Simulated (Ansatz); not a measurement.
# Piezoelectric response of ZnS — Ansatz, plane waves and PAW

Space group F-43m (No. 216), 2 atoms in the cell of the first input below: a = 3.788 Å, b = 3.788 Å, c = 3.788 Å, α = 60.00°, β = 60.00°, γ = 60.00°.

The structure is a measured one, not always of the ambient phase, relaxed without spin–orbit coupling to zero pressure (pressure 0.0 GPa with this functional, without spin–orbit coupling). Functional: PBEsol.

Input:

```yaml
crystal:
  lattice:
    - [0.0, 2.6782091581, 2.6782091581]
    - [2.6782091581, 0.0, 2.6782091581]
    - [2.6782091581, 2.6782091581, 0.0]
  atoms:
    - { symbol: Zn, position: [0.0, 0.0, 0.0] }
    - { symbol: S, position: [0.75, 0.75, 0.75] }
basis:
  ecutwfc: 420
  ecutrho_ratio: 4
kpoints:
  mp_grid: { grid: [12, 12, 12] }
hamiltonian:
  xc: pbesol
scf:
  occupations: { method: fixed }
output:
  forces: true
  stress: true
  eigenvalues: true
  polarization: {}
elastic:
  mode: relaxed_ion
  stencil: two_point
```

```bash
ansatz run input.yaml --threads 4 --pin off --max-ram 9216MiB --backend cpu --events-out ev --progress --plain --runs-dir out
```

Time: 52 s on 4 threads of Arm Neoverse V1, with other jobs on the host, peak memory 0.65 GiB.

Elastic constants with relaxed ions (GPa, engineering shears):

```tsv
	xx	yy	zz	yz	xz	xy
xx	107.1	64.8	64.8	0.0	0.0	0.0
yy	64.8	107.1	64.8	0.0	0.0	0.0
zz	64.8	64.8	107.1	0.0	0.0	0.0
yz	0.0	0.0	0.0	48.4	0.0	0.0
xz	0.0	0.0	0.0	0.0	48.4	0.0
xy	0.0	0.0	0.0	0.0	0.0	48.4
```

Proper piezoelectric stress tensor e (C/m²):

```
      xx     yy     zz      yz      xz      xy
x  0.000  0.000  0.000  -0.128   0.000   0.000
y  0.000  0.000  0.000   0.000  -0.128   0.000
z  0.000  0.000  0.000   0.000   0.000  -0.128
```

Signs follow the polarity of the cell as typed: the inverted crystal has all signs reversed.

Q: Which piezoelectric strain constant d is largest in size (symmetry may tie others with it)?

A: d = e C⁻¹ gives d(x; yz) = -2.6 pC/N, tied by symmetry with others.

|  | xx | yy | zz | yz | xz | xy |
| --- | --- | --- | --- | --- | --- | --- |
| x | 0.0 | 0.0 | 0.0 | -2.6 | 0.0 | 0.0 |
| y | 0.0 | 0.0 | 0.0 | 0.0 | -2.6 | 0.0 |
| z | 0.0 | 0.0 | 0.0 | 0.0 | 0.0 | -2.6 |
